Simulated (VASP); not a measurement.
Here is a VASP 6.6.1 calculation.

The input INCAR:

```
SYSTEM = WSe2
PREC = Accurate
ENCUT = 520
EDIFF = 1E-6
ISMEAR = -1
SIGMA = 0.05
LREAL = .False.
LASPH = .True.
NELM = 80
ALGO = Normal
ISIF = 2
LWAVE = .False.
LCHARG = .True.
LNONCOLLINEAR = .True.
MAGMOM = 0 0 0 0 0 0 0 0 0 0 0 0 0 0 0 0 0 0
LORBIT = 11
LSORBIT = .True.
GGA_COMPAT = .False.
LMAXMIX = 4
GGA = CA
LVHAR = .True.
KPAR = 4
```

KPOINTS

```
regular mesh
0
Gamma
  12 12 3
  0 0 0
```

Contents of POSCAR:

```
WSe2                                    
1.0
    3.1709086500      0.0000000000     -0.0000000000
   -1.5854543250      2.7460874439      0.0000000000
    0.0000000000      0.0000000000     11.9690591414
  Se              W             
     4     2
Direct
     0.3333333300000021    0.6666666699999979    0.8905772009714217
     0.6666666699999979    0.3333333300000021    0.3905772009714216
     0.3333333300000021    0.6666666699999979    0.6094227990285783
     0.6666666699999979    0.3333333300000021    0.1094227990285783
     0.6666666699999979    0.3333333300000021    0.7500000000000000
     0.3333333300000021    0.6666666699999979    0.2500000000000000
```

Potentials or basis: VASP PAW LDA potentials, release 64 (Se, W_sv).

Run with:

```bash
$ cat potpaw_LDA.64/Se/POTCAR potpaw_LDA.64/W_sv/POTCAR > POTCAR
$ mpirun -np 4 vasp_ncl > vasp.out
```

(1) Estimate the pressure.

(2) Estimate the largest force.

## Answers

(1) 10.3 GPa.

(2) 0.039 eV/Å.
